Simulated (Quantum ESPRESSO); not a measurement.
# KTaO3 under changes of volume

One of the cells (12.688 Å³/atom); the others are scaled copies at fixed shape and fractional positions:

```
Ta K O
1.0
     3.98830    0.00000    0.00000
     0.00000    3.98830    0.00000
     0.00000    0.00000    3.98830
Ta K O
1 1 3
Direct
  0.00000 0.00000 0.00000
  0.50000 0.50000 0.50000
  0.00000 0.00000 0.50000
  0.00000 0.50000 0.00000
  0.50000 0.00000 0.00000
```

- Program: Quantum ESPRESSO 7.5
- Functional: LDA
- Potentials or basis: GBRV 1.5 LDA
- Cutoff: 762 eV
- Density cutoff: 6095 eV
- k mesh: 7 × 7 × 7
- Occupations: fermi-dirac, width 0.05 eV
- Spin: no spin polarisation

| volume (Å³/atom) | energy over the lowest point (meV/atom) | pressure (GPa) | gap on the mesh (eV) |
| --- | --- | --- | --- |
| 11.927 | ? | ? | ? |
| 12.180 | 2.46 | 3.7 | 2.22 |
| 12.434 | 0.00 | -1.0 | 2.17 |
| 12.688 | 4.52 | -5.1 | 2.13 |
| 12.942 | 15.30 | -8.8 | 2.09 |
| 13.196 | 31.62 | -12.1 | 2.05 |
| 13.449 | 52.93 | -15.1 | 2.00 |

Question: What does the run at 11.927 Å³/atom give?

Answer: Energy over the lowest point 12.68 meV/atom; pressure 8.9 GPa; gap on the mesh 2.26 eV.

Worked out: A Birch-Murnaghan fit of order 3 (a polynomial in V^(-2/3)) to the other rows has its minimum at 12.39 Å³/atom with B0 = V·E''(V) = 218 GPa and B' = 4.3. It gives 12.62 meV/atom at 11.927 Å³/atom, against the run's 12.68, and -dE/dV = 9.1 GPa, against 8.9. A straight line through the other rows of the gap, of slope -2.16 eV per unit of ln V, extrapolates to 2.26 eV, against the run's 2.26.

Energies are extrapolated to zero smearing.

Caveats: spin-orbit coupling is left out, which moves the levels of the heavy elements; an odd mesh through Γ misses points on the zone boundary, where band edges often lie.
